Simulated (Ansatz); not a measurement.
Input of an Ansatz 0.2.0 run:

Contents of input.yaml:

```yaml
crystal:
  lattice:
    - [0.0, 2.0970013927, 2.0970013927]
    - [2.0970013927, 0.0, 2.0970013927]
    - [2.0970013927, 2.0970013927, 0.0]
  atoms:
    - { symbol: Mg, position: [0.0, 0.0, 0.0] }
    - { symbol: O, position: [0.5, 0.5, 0.5] }
kpoints:
  mp_grid: { grid: [11, 11, 11] }
  band_path:
    path:
      - [0.0, 0.0, 0.0]
      - [0.5, 0.0, 0.5]
      - [0.5, 0.25, 0.75]
      - [0.375, 0.375, 0.75]
      - [0.0, 0.0, 0.0]
      - [0.5, 0.5, 0.5]
      - [0.625, 0.25, 0.625]
      - [0.5, 0.25, 0.75]
    npoints: 6
scf:
  occupations: { method: fermi_dirac, width: 0.05 }
hamiltonian:
  xc: pbesol
  pseudopotentials: { kind: all_electron, lapw: { basis_error: 0.001 } }
output:
  forces: true
  stress: true
  eigenvalues: true
```

Potentials or basis: all-electron LAPW, scalar-relativistic.

Command:

```sh
$ ansatz run input.yaml --threads 1 --pin off --max-ram 3072MiB --backend cpu --events-out ev --progress --plain --runs-dir out
```

**Question.** Estimate the band gap along the path.

**Answer.** 4.76 eV, direct.

**Question.** What does it give for the pressure?

**Answer.** 2.4 GPa.

**Question.** What does it give for the band gap on the k mesh?

**Answer.** 4.76 eV, direct.

Levels at the corners of the path, in eV from the valence-band top:
```csv
point,band 6,band 7,band 8,band 9,band 10,band 11,band 12,band 13
Γ,-17.26,0.00,0.00,0.00,4.76,15.71,15.71,15.71
X,-15.65,-4.17,-1.38,-1.38,8.95,10.02,13.10,19.04
W,-15.58,-3.02,-3.02,-1.82,11.59,11.59,12.24,15.56
K,-15.62,-3.57,-2.78,-1.17,9.99,11.83,12.51,18.17
Γ,-17.26,0.00,0.00,0.00,4.76,15.71,15.71,15.71
L,-15.88,-4.73,-0.68,-0.68,7.83,12.65,16.31,16.31
U,-15.62,-3.57,-2.78,-1.17,9.99,11.83,12.51,18.17
W,-15.58,-3.02,-3.02,-1.82,11.59,11.59,12.24,15.56
```

**Experimental background.**

From “Electronic structure of alkaline earth and post-transition metal oxides”, 2009, arxiv:0908.1581, for a bulk crystal of MgO: band gap 7.83 eV.

A measured gap of MgO is 7.83 eV (quoted in “Electronic structure of alkaline earth and post-transition metal oxides”, 2009, arxiv:0908.1581); the calculated 4.76 eV misses it by -3.07 eV. The value is that of PBEsol, without temperature or zero-point motion. Semilocal functionals fall short of measured gaps as a rule. The cell is a database's relaxed one, not the measured one, which moves gaps too.
